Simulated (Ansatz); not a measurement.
A run of Ansatz 0.2.0 is set up as follows.

input.yaml

```yaml
crystal:
  lattice:
    - [0.0, 3.15085, 3.15085]
    - [3.15085, 0.0, 3.15085]
    - [3.15085, 3.15085, 0.0]
  atoms:
    - { symbol: Te, position: [0.5, 0.5, 0.5] }
    - { symbol: Sn, position: [0.0, 0.0, 0.0] }
hamiltonian:
  xc: pbe
  pseudopotentials: { kind: paw }
kpoints:
  mp_grid: { grid: [7, 7, 7] }
  band_path:
    path:
      - [[0.0, 0.0, 0.0], [0.5, 0.0, 0.5], [0.5, 0.25, 0.75], [0.375, 0.375, 0.75], [0.0, 0.0, 0.0], [0.5, 0.5, 0.5], [0.625, 0.25, 0.625], [0.5, 0.25, 0.75], [0.5, 0.5, 0.5], [0.375, 0.375, 0.75]]
      - [[0.625, 0.25, 0.625], [0.5, 0.0, 0.5]]
    npoints: 14
scf:
  occupations: { method: fermi_dirac, width: 0.05 }
  n_extra_bands: 6
output:
  forces: true
  stress: true
  eigenvalues: true
  fatbands: true
  write_density: true
  write_potential: true
  elf: true
  volumetric_format: npy
```

Potentials or basis: Ansatz PAW.

The run is started by

```sh
$ ansatz run input.yaml --threads 2 --pin off --max-ram 5120MiB --backend cpu --events-out ev --progress --plain --runs-dir out
```

Task: Estimate the pressure.

Result: 2.2 GPa.

Task: Estimate the band gap along the path.

Result: 0.07 eV, indirect (least direct gap 0.09 eV).

Levels at the corners of the path, in eV from the Fermi level:
| point | band 13 | band 14 | band 15 | band 16 | band 17 | band 18 |
| --- | --- | --- | --- | --- | --- | --- |
| Γ | -2.22 | -2.22 | -2.22 | 3.28 | 3.28 | 3.28 |
| X | -5.65 | -3.82 | -3.82 | 2.11 | 4.85 | 4.85 |
| W | -4.91 | -4.91 | -0.90 | 0.78 | 4.55 | 4.55 |
| K | -5.26 | -3.33 | -2.79 | 2.95 | 3.01 | 4.13 |
| Γ | -2.22 | -2.22 | -2.22 | 3.28 | 3.28 | 3.28 |
| L | -1.89 | -1.89 | -0.06 | 0.03 | 0.30 | 0.30 |
| U | -5.26 | -3.33 | -2.79 | 2.95 | 3.01 | 4.13 |
| W | -4.91 | -4.91 | -0.90 | 0.78 | 4.55 | 4.55 |
| L | -1.89 | -1.89 | -0.06 | 0.03 | 0.30 | 0.30 |
| K | -5.26 | -3.33 | -2.79 | 2.95 | 3.01 | 4.13 |
| U | -5.26 | -3.33 | -2.79 | 2.95 | 3.01 | 4.13 |
| X | -5.65 | -3.82 | -3.82 | 2.11 | 4.85 | 4.85 |

Caveat: this odd mesh misses L, where the gap lies, so gap, dielectric constants and Born charges aren't listed; spin-orbit coupling is left out, which moves the levels of the heavy elements.

**Measured values to compare with.**

A printed reference work, textbook reports, for a bulk crystal of SnTe at 300 K: band gap 0.18 eV (direct).

A measured gap of SnTe is 0.18 eV (direct; 300 K; a printed reference work, textbook); the calculated 0.07 eV misses it by -0.11 eV. Spin-orbit coupling on Sn, Te is left out. The value is that of PBE, without temperature or zero-point motion. Semilocal functionals fall short of measured gaps as a rule.
